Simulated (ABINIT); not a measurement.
Crystal: MoS2.

```xyz
3
Lattice="1.5800 0.9122 6.1500 -1.5800 0.9122 6.1500 0.0000 -1.8244 6.1500" Properties=species:S:1:pos:R:3 pbc="T T T"
Mo    0.0000    0.0000    0.0000
S     0.0000    0.0000    7.6936
S     0.0000    0.0000    4.6125
```

Measurements of this composition are mostly on another form, of space group No. 194.

Base run:

| Property | Result |
| --- | --- |
| Program | ABINIT 10.8.3 (patched build) |
| Functional | PBEsol |
| Potentials or basis | PseudoDojo NC SR PBEsol v0.4.1 standard |
| Cutoff | 1088 eV |
| k mesh | 10 × 10 × 10 |
| Occupations | fermi-dirac, width 0.05 eV |
| Spin | no spin polarisation |

Its results: band gap on the k mesh 0.91 eV, indirect (least direct gap 1.96 eV); pressure 0.4 GPa; largest force 0.268 eV/Å.

Q: The run is repeated on the same cell with these changes: functional from PBEsol to LDA; potentials or basis from PseudoDojo NC SR PBEsol v0.4.1 standard to JTH PAW LDA v2.0; cutoff from 1088 eV to 544 eV. What comes out?

A: Band gap on the k mesh 0.88 eV, indirect (least direct gap 1.96 eV); pressure -2.4 GPa; largest force 0.084 eV/Å.

A k mesh can miss the band edges.

Not every run made on this cell is shown here.
